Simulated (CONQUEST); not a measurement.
**KMgF3 under changes of volume**

One of the cells (12.665 Å³/atom); the others are scaled copies at fixed shape and fractional positions:

```
CELL_PARAMETERS angstrom
3.98590 0.00000 0.00000
0.00000 3.98590 0.00000
0.00000 0.00000 3.98590
ATOMIC_POSITIONS crystal
K 0.50000 0.50000 0.50000
Mg 0.00000 0.00000 0.00000
F 0.50000 0.00000 0.00000
F 0.00000 0.50000 0.00000
F 0.00000 0.00000 0.50000
```

- Program: CONQUEST 1.3
- Functional: PBE
- Potentials or basis: PseudoDojo NC PBE, DZP, grid of 48 × 48 × 48 points
- k mesh: 7 × 7 × 7
- Occupations: fermi-dirac, width 0.05 eV
- Spin: no spin polarisation

```tsv
volume (Å³/atom)	energy over the lowest point (meV/atom)	pressure (GPa)	gap on the mesh (eV)
11.905	46.22	11.0	7.75
12.159	?	?	?
12.412	18.92	6.4	7.41
12.665	10.42	4.5	7.25
12.918	4.42	3.1	7.09
13.172	1.04	1.4	6.95
13.425	0.00	-0.2	6.80
```

Task: What does the run at 12.159 Å³/atom give?

Result: Energy over the lowest point 30.73 meV/atom; pressure 8.6 GPa; gap on the mesh 7.58 eV.

Worked out: A Birch-Murnaghan fit of order 3 (a polynomial in V^(-2/3)) to the other rows has its minimum at 13.43 Å³/atom, just outside them, with B0 = V·E''(V) = 67 GPa and B' = 4.9. It gives 30.81 meV/atom at 12.159 Å³/atom, against the run's 30.73, and -dE/dV = 8.6 GPa, against 8.6. A straight line through the other rows of the gap, of slope -7.89 eV per unit of ln V, gives 7.58 eV, against the run's 7.58.

Energies are extrapolated to zero smearing.

Caveats: an odd mesh through Γ misses points on the zone boundary, where band edges often lie; the basis of atomic orbitals isn't converged, which shifts pressures, moduli and gaps.
